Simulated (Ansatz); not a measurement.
MgS (Niningerite):

```
S Mg
1.0
     0.00000    2.60165    2.60165
     2.60165    0.00000    2.60165
     2.60165    2.60165    0.00000
S Mg
1 1
Direct
  0.50000 0.50000 0.50000
  0.00000 0.00000 0.00000
```

Base run:

| Property | Result |
| --- | --- |
| Program | Ansatz 0.2.0 |
| Functional | PBE0 |
| Potentials or basis | all-electron PAW datasets made for the crystal |
| Cutoff | 220 eV |
| Density cutoff | 880 eV |
| k mesh | 6 × 6 × 6 |
| Occupations | fermi-dirac, width 0.05 eV |
| Spin | no spin polarisation |

Its results: band gap on the k mesh 4.52 eV, indirect (least direct gap 5.52 eV).

Question: After a change of settings the same cell gave: band gap on the k mesh 3.80 eV, indirect (least direct gap 4.82 eV). Which change was it?
A. functional from PBE0 to PBE; cutoff from 220 eV to 200 eV; density cutoff from 880 eV to 800 eV
B. functional from PBE0 to HSE06
C. functional from PBE0 to PBEsol; cutoff from 220 eV to 200 eV; density cutoff from 880 eV to 800 eV
D. functional from PBE0 to PBEsol; cutoff from 220 eV to 200 eV; density cutoff from 880 eV to 800 eV; k mesh from 6 × 6 × 6 to 9 × 9 × 9

Answer: B.

Not every run made on this cell is shown here.
